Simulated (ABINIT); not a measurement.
A run of ABINIT 10.8.3 (patched build) is set up as follows.

run.abi

```
# Datasets: ground state, then fixed potential
ndtset 2

# Pseudopotentials
pp_dirpath "./"
pseudos "Sn.LDA_PW-JTH.xml, Se.LDA_PW-JTH.xml"

# Structure
acell 8.044153707 8.044153707 8.044153707
rprim
     0.0000000000     0.7071067812     0.7071067812
     0.7071067812     0.0000000000     0.7071067812
     0.7071067812     0.7071067812     0.0000000000
ntypat 2
znucl 50 34
natom 2
typat 1 2
xcart
     0.0000000000     0.0000000000     0.0000000000
     3.0100000000     3.0100000000     3.0100000000 Angstrom

# Plane-wave basis
ecut 15.0
pawecutdg 30.0

# Exchange and correlation
ixc 2

# Bands and occupations
occopt 3
tsmear 0.05 eV

# Spin
nspinor 2
nspden 1
pawspnorb 1

# SCF cycle
nstep 100

# Output
iomode 3
prtwf 0
prteig 0
prtebands 0
enunit 1
prtden1 1

# Dataset 1
kptopt1 4
ngkpt1 8 8 8
nshiftk1 1
shiftk1 0.0 0.0 0.0
nband1 28
tolvrs1 1.0e-9

# Dataset 2: bands along G-X-W-K-G-L-U-W-L-K
iscf2 -2
getden2 1
nband2 40
nbdbuf2 8
tolwfr2 1.0e-11
kptopt2 -9
ndivsm2 8
prteig2 1
prtvol2 -3
kptbounds2
     0.0000000000     0.0000000000     0.0000000000
     0.5000000000     0.0000000000     0.5000000000
     0.5000000000     0.2500000000     0.7500000000
     0.3750000000     0.3750000000     0.7500000000
     0.0000000000     0.0000000000     0.0000000000
     0.5000000000     0.5000000000     0.5000000000
     0.6250000000     0.2500000000     0.6250000000
     0.5000000000     0.2500000000     0.7500000000
     0.5000000000     0.5000000000     0.5000000000
     0.3750000000     0.3750000000     0.7500000000
```

Potentials or basis: JTH PAW LDA v2.0.

Command:

```console
$ abinit run.abi > log 2>&1
```

(1) What does it give for the band gap on the k mesh?

Results:

(1) 0.67 eV, direct.
